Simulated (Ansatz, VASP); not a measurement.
**P in VASP and in Ansatz**

The input INCAR:

```
ALGO = Fast
EDIFF = 1E-6
ENCUT = 520
GGA = PS
ISIF = 2
ISMEAR = 0
LASPH = T
LCHARG = F
LREAL = F
LWAVE = F
NBANDS = 8
NELM = 80
PREC = Accurate
SIGMA = 0.15
```

Contents of KPOINTS:

```
k-points
0
Gamma
  12 12 12
```

Contents of POSCAR:

```
P
1.0
    4.2729048574      0.1602339322      0.0000000000
    0.1602339322      4.2729048574      0.0000000000
    0.0000000000      0.0000000000      4.3780000000
P
1
Direct
    0.0000000000      0.0000000000      0.0000000000
```

Input for Ansatz:

```yaml
crystal:
  lattice:
    - [4.2729048574, 0.1602339322, 0.0]
    - [0.1602339322, 4.2729048574, 0.0]
    - [0.0, 0.0, 4.378]
  atoms:
    - { symbol: P, position: [0.0, 0.0, 0.0] }
basis:
  ecutwfc: 420
kpoints:
  mp_grid: { grid: [12, 12, 12] }
hamiltonian:
  xc: pbesol
scf:
  occupations: { method: gaussian, width: 0.15 }
output:
  forces: true
  stress: true
  eigenvalues: true
```

Change from the starting cell: strain +0.0750 x Voigt [0, 0, 0, 0, 0, 1], atoms carried along.

Alike in both runs: task single point; functional PBEsol; k mesh 12 × 12 × 12; occupations gaussian, width 0.15 eV; no spin polarisation.

```csv
,VASP,Ansatz
version,VASP 6.6.1,Ansatz 0.2.0
potentials or method,"VASP PAW PBE potentials, release 64 (P)","scalar-relativistic, plane waves, PAW"
plane-wave cutoff (eV),520,420
valence electrons in the cell,5,5
```

```csv
,VASP,Ansatz,Ansatz less VASP
gap on the k mesh at the Fermi level (eV),none,none,-
pressure (GPa),-3.9,-3.8,+0.01
largest component of the traceless stress (GPa),0.30,0.30,0.000
```

A gap of «none» marks a metal or a gap that the smearing closes. The functional is the same, so the differences come from potentials, cutoffs and numerics.

Caveats: the PAW data sets were made with another functional, which shifts forces and pressure a little (VASP).
